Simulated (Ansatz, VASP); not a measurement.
**MgO: VASP beside Ansatz**

```
Mg O
1.0
     3.28822    0.00000    0.00000
    -1.64411    2.84768    0.00000
     0.00000    0.00000    5.03437
Mg O
2 2
Direct
  0.33333 0.66667 0.99016
  0.66667 0.33333 0.49016
  0.33333 0.66667 0.38484
  0.66667 0.33333 0.88484
```

The cell was built by a generator and needn't be a form met in nature.

Alike in both runs: task single point; functional PBE; k mesh 12 × 12 × 6; occupations fermi-dirac, width 0.02 eV; no spin polarisation.

|  | VASP | Ansatz |
| --- | --- | --- |
| version | VASP 6.6.1 | Ansatz 0.2.0 |
| potentials or method | VASP PAW PBE potentials, release 64 (Mg, O) | plane waves, PAW |
| plane-wave cutoff (eV) | 520 | 420 |
| valence electrons in the cell | 16 | 32 |

VASP gave:

```
gap on the k mesh at the Fermi level (eV)       : 3.54
pressure (GPa)                                  : 3.5
largest component of the traceless stress (GPa) : 0.04
rms of the force components (eV/Å)              : 0.009
```

Problem. Which values does Ansatz return?

Solution. gap on the k mesh at the Fermi level (eV): 3.56; pressure (GPa): 3.9; largest component of the traceless stress (GPa): 0.07; rms of the force components (eV/Å): 0.009.

Atom by atom the forces differ by 0.000 eV/Å (rms over components). With one functional, cell and mesh, what is left measures potentials, basis and numerics. The two sets of potentials don't hold the same shells in valence.

A k mesh can miss the band edges. A hybrid or GW would open this gap; PBE tends to underestimate it.
